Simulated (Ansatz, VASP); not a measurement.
Two plane-wave programs on Ag

```xyz
2
Lattice="2.9004 0.0000 0.0000 -1.4502 2.5118 0.0000 0.0000 0.0000 4.7416" Properties=species:S:1:pos:R:3 pbc="T T T"
Ag    0.0000    1.6745    1.1854
Ag    1.4502    0.8373    3.5562
```

Change from the starting cell: volume scaled by 0.97, PAW files.

Alike in both runs: task electric field gradients; functional PBE; k mesh 14 × 14 × 8; occupations fermi-dirac, width 0.05 eV; no spin polarisation.

```csv
,VASP,Ansatz
version,VASP 6.6.1,Ansatz 0.2.0
potentials or method,"VASP PAW PBE potentials, release 64 (Ag)","PAW with Ansatz's default frozen-core files, scalar-relativistic"
plane-wave cutoff (eV),520,420
valence electrons in the cell,22,38
```

VASP gave:

* pressure (GPa): 3.4
* largest component of the traceless stress (GPa): 0.27
* Vzz of the field gradient on the site that differs most (V/Å²): 3.9

Q: What did Ansatz give for the same quantities?

A: Pressure (GPa): 3.6; largest component of the traceless stress (GPa): 0.26; Vzz of the field gradient on the site that differs most (V/Å²): 4.2.

With one functional, cell and mesh, what is left measures potentials, basis and numerics. The two sets of potentials don't hold the same shells in valence. Ansatz warned: «gradients_without_spin_orbit».
